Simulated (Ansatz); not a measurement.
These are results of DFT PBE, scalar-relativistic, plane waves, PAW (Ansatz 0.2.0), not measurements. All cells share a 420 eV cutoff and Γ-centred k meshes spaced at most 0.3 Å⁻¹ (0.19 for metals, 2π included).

These are static lattice energies at zero pressure. Only the structures computed here compete, so a lower one can exist. For metals, differences of a few meV/atom aren't resolved. Spin–orbit coupling is left out. No run is spin-polarised.

4 distinct structures were compared, and only named types are asked about.

Question: Which is lower for HfC, the caesium chloride or the rock salt structure, and by how much?

Answer: The rock salt structure, by 1360 meV/atom. It takes 12.6 Å³/atom against 12.2.

Question: Which is lower for HfC, the nickel arsenide (C on Ni sites) or the caesium chloride structure, and by how much?

Answer: The nickel arsenide (C on Ni sites) structure, by 1163 meV/atom. It takes 12.6 Å³/atom against 12.2.

Question: Which is lower for HfC, the rock salt or the nickel arsenide (C on Ni sites) structure, and by how much?

Answer: The rock salt structure, by 197 meV/atom. It takes 12.6 Å³/atom against 12.6.